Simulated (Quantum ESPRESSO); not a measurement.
Runs of Quantum ESPRESSO 7.5 on Eu. The structure is cubic, space group Im-3m (No. 229). Conventional cell: a = 4.606 Å, b = 4.606 Å, c = 4.606 Å, α = 90.00°, β = 90.00°, γ = 90.00°. Around Eu (site symmetry m-3m) lie 8 Eu at 3.99 Å. 

| task | level | potentials or basis | U | k mesh | cutoff (eV) | smearing | start of the occupations | hubbard projectors | form of the LDA correlation | q mesh | iterations | gap on the mesh (eV) | pressure (GPa) | moment (μB) |
| --- | --- | --- | --- | --- | --- | --- | --- | --- | --- | --- | --- | --- | --- | --- |
| single point | PBE | SSSP 1.3 efficiency PBE | - | 8 × 8 × 8 | 748 | fermi-dirac 0.05 eV | - | - | - | - | - | none | (c) | 7.38 |
| Hubbard U by linear response | LDA+U | JTH 2.0 LDA | Eu f U = 0.0001 eV | 6 × 6 × 6 | 680 | gaussian 0.272 eV | default | ortho-atomic | PW92 | 1 × 1 × 1 | - | none | -4.3 | 7.36 |
| Wannier functions | PBE | JTH 2.0 PBE | - | 6 × 6 × 6 | 680 | fermi-dirac 0.05 eV | - | - | - | - | 0 | none | -2.3 | (b) |
| Hubbard U by linear response | PBE+U | SSSP 1.3 efficiency PBE | Eu f U = 6 eV | 6 × 6 × 6 | 748 | methfessel-paxton 0.136 eV | default | atomic | - | 1 × 1 × 1 | - | none | -0.7 | (a) |

Alike in all rows: spin collinear, ferromagnetic start; cell as given.

Problem. Estimate the missing entries.

Solution. (a) 7.51; (b) 7.49; (c) -2.1.

Caveats: spin-orbit coupling is left out, which moves the levels of the heavy elements; the computed U isn't converged in cell size (some runs).

A k mesh can miss the band edges, and the runs leave out spin-orbit coupling on Eu.

A gap of «none» marks a metal or a gap under the smearing width.

Not every run made on this cell is shown here.
